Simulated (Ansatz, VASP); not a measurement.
# AlN in VASP and in Ansatz

Contents of POSCAR:

```
AlN
1.0
    3.1066653383      0.0000000000      0.0000000000
   -1.5533326691      2.6904511040      0.0000000000
    0.0000000000      0.0000000000      5.1775410366
Al N
2 2
Direct
    0.3333333333      0.6666666667      0.0016929024
    0.6666666667      0.3333333333      0.5016929024
    0.3333333333      0.6666666667      0.3833070976
    0.6666666667      0.3333333333      0.8833070976
```

INCAR.step1

```
PREC = Accurate
ENCUT = 520
ISMEAR = 0
SIGMA = 0.05
LREAL = F
LASPH = T
NELM = 80
NBANDS = 16
GGA = PE
ALGO = Normal
EDIFF = 1E-4
LWAVE = T
LCHARG = F
```

INCAR.step2

```
PREC = Accurate
ENCUT = 520
EDIFF = 1E-7
ISMEAR = 0
SIGMA = 0.05
LREAL = F
LASPH = T
NELM = 80
ALGO = Normal
ISIF = 2
LWAVE = F
LCHARG = F
METAGGA = R2SCAN
LMIXTAU = T
NBANDS = 16
ISTART = 1
```

Contents of KPOINTS:

```
Automatic mesh
0
Gamma
  12 12 6
```

Input for Ansatz:

```yaml
crystal:
  lattice:
    - [3.1066653383, 0.0, 0.0]
    - [-1.5533326691, 2.690451104, 0.0]
    - [0.0, 0.0, 5.1775410366]
  atoms:
    - { symbol: Al, position: [0.3333333333, 0.6666666667, 0.0016929024] }
    - { symbol: Al, position: [0.6666666667, 0.3333333333, 0.5016929024] }
    - { symbol: "N", position: [0.3333333333, 0.6666666667, 0.3833070976] }
    - { symbol: "N", position: [0.6666666667, 0.3333333333, 0.8833070976] }
basis:
  ecutwfc: 500
kpoints:
  mp_grid: { grid: [12, 12, 6] }
hamiltonian:
  xc: r2scan
scf:
  occupations: { method: gaussian, width: 0.05 }
output:
  forces: true
  stress: true
  eigenvalues: true
  write_density: true
  write_potential: true
  elf: true
  volumetric_format: npy
```

Change from the starting cell: strain +0.000 along x and y, +0.040 along z, atoms carried along.

Alike in both runs: task single point; functional r2SCAN; k mesh 12 × 12 × 6; occupations gaussian, width 0.05 eV; no spin polarisation.

|  | VASP | Ansatz |
| --- | --- | --- |
| version | VASP 6.6.1 | Ansatz 0.2.0 |
| potentials or method | VASP PAW PBE potentials, release 64 (Al, N) | scalar-relativistic, plane waves, PAW |
| plane-wave cutoff (eV) | 520 | 500 |
| valence electrons in the cell | 16 | 16 |

VASP gave:

```
gap on the k mesh at the Fermi level (eV)       : 4.63
least direct gap on the mesh (eV)               : 4.63
pressure (GPa)                                  : -7.3
largest component of the traceless stress (GPa) : 9.34
rms of the force components (eV/Å)              : 0.180
```

Which values does Ansatz return?

gap on the k mesh at the Fermi level (eV): 4.59; least direct gap on the mesh (eV): 4.59; pressure (GPa): -7.0; largest component of the traceless stress (GPa): 9.24; rms of the force components (eV/Å): 0.178.

Atom by atom the forces differ by 0.002 eV/Å (rms over components).

Caveats: the PAW data sets were made with another functional, which shifts forces and pressure a little (VASP). A k mesh can miss the band edges.
